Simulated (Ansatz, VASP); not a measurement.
## Al2O3 in VASP and in Ansatz

INCAR

```
PREC = Accurate
ENCUT = 520
EDIFF = 1E-7
ISMEAR = -1
SIGMA = 0.05
LREAL = False
LASPH = True
NELM = 80
ALGO = Normal
ISIF = 2
LWAVE = False
LCHARG = False
GGA = PE
NBANDS = 20
```

Contents of KPOINTS:

```
regular mesh
0
Gamma
  11 11 3
```

File POSCAR:

```
Al2O3
1.0
    2.8843249483      0.0000000000      0.0000000000
   -1.4421624742      2.4978986780      0.0000000000
    0.0000000000      0.0000000000      9.3367544600
Al O
2 3
Direct
   -0.0098250000     -0.0044330000      0.8559560000
    0.0031570000      0.0095050000      0.1487770000
    0.3149750000      0.6678740000      0.7808730000
    0.6596600000      0.3343300000     -0.0019070000
    0.3410110000      0.6773990000      0.2211140000
```

input.yaml

```yaml
crystal:
  lattice:
    - [2.8843249483, 0.0, 0.0]
    - [-1.4421624742, 2.497898678, 0.0]
    - [0.0, 0.0, 9.33675446]
  atoms:
    - { symbol: Al, position: [-0.009825, -0.004433, 0.855956] }
    - { symbol: Al, position: [0.003157, 0.009505, 0.148777] }
    - { symbol: O, position: [0.314975, 0.667874, 0.780873] }
    - { symbol: O, position: [0.65966, 0.33433, -0.001907] }
    - { symbol: O, position: [0.341011, 0.677399, 0.221114] }
hamiltonian:
  xc: pbe
  pseudopotentials: { kind: paw }
kpoints:
  mp_grid: { grid: [11, 11, 3] }
scf:
  occupations: { method: fermi_dirac, width: 0.05 }
output:
  forces: true
  stress: true
  eigenvalues: true
```

Change from the starting cell: atoms moved at random, drawn with an rms of 0.05 Å.

Alike in both runs: task single point; functional PBE; k mesh 11 × 11 × 3; occupations fermi-dirac, width 0.05 eV; no spin polarisation.

|  | VASP | Ansatz |
| --- | --- | --- |
| version | VASP 6.6.1 | Ansatz 0.2.0 |
| potentials or method | VASP PAW PBE potentials, release 64 (Al, O) | Ansatz PAW |
| plane-wave cutoff (eV) | 520 | 420 |
| valence electrons in the cell | 24 | 24 |

|  | VASP | Ansatz | Ansatz less VASP |
| --- | --- | --- | --- |
| gap on the k mesh at the Fermi level (eV) | 4.59 | 4.61 | +0.024 |
| least direct gap on the mesh (eV) | 4.84 | 4.87 | +0.022 |
| pressure (GPa) | 0.9 | 0.9 | -0.02 |
| largest component of the traceless stress (GPa) | 2.23 | 2.45 | +0.221 |
| rms of the force components (eV/Å) | 0.430 | 0.420 | -0.0106 |

Atom by atom the forces differ by 0.017 eV/Å (rms over components).

Caveats: an odd mesh through Γ misses points on the zone boundary, where band edges often lie (VASP); odd divisions of the mesh miss points on the zone boundary, where band edges often lie, so the gap on the mesh can be too wide (Ansatz); the pressure holds a Pulay correction of +0.5 GPa for the finite cutoff (Ansatz).
